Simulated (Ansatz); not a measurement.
**ZnTe, pressure series**

Take ZnTe in the zinc blende structure (space group F-43m, No. 216; a = 6.114 Å) as the base.

Cell and atoms are relaxed at each pressure.

Calculations: r2SCAN (Ansatz, a first-principles code; PAW; 500 eV plane waves; no spin-orbit coupling).

Notes on the quantities. enthalpy: H = E + PV relative to the base's energy.

| change | lattice parameter a | electron mass | band gap | enthalpy |
|---|---|---|---|---|
| base | 11.553 bohr | 0.11 mₑ (at Γ) | 1.79 eV | – |
| pressure −2 GPa | 11.726 bohr | 0.10 mₑ (at Γ) | 1.57 eV | -0.36 eV/atom |
| pressure −1 GPa | 11.635 bohr | 0.11 mₑ (at Γ) | 1.68 eV | -0.18 eV/atom |
| pressure 3 GPa | 11.350 bohr | 0.12 mₑ (at Γ) | 2.06 eV | +0.52 eV/atom |
| pressure 7 GPa | 11.138 bohr | 0.93 mₑ along k, 0.23 mₑ across (off the special points) | 2.33 eV | +1.18 eV/atom |
| pressure 15 GPa | 10.830 bohr | 1.0 mₑ along k, 0.22 mₑ across (off the special points) | 2.10 eV | +2.40 eV/atom |
| pressure 30 GPa | 10.442 bohr | 1.2 mₑ along k, 0.22 mₑ across (off the special points) | 1.74 eV | +4.48 eV/atom |
| pressure 50 GPa | 10.101 bohr | 1.7 mₑ along k, 0.21 mₑ across (off the special points) | 1.36 eV | +6.98 eV/atom |
| pressure 75 GPa | 9.804 bohr | 1.8 mₑ along k, 0.21 mₑ across (off the special points) | 0.98 eV | +9.82 eV/atom |
| pressure 100 GPa | 9.581 bohr | 1.9 mₑ along k, 0.20 mₑ across (off the special points) | 0.66 eV | +12.45 eV/atom |

With Te present, leaving out spin-orbit coupling can change the band edges. Load acts through the strain it causes; cell and atoms are relaxed under it. Effective masses come from finite differences of ±0.01 Å⁻¹. Along k means along the line from Γ to the band edge. No phonon test of stability was made. Measured, ZnTe leaves this structure (for cinnabar) near 9.5 GPa (temperature not stated; as listed in Datta, Sujoy, Jana, Debnarayan, arXiv (2020)), on rising pressure, with hysteresis.
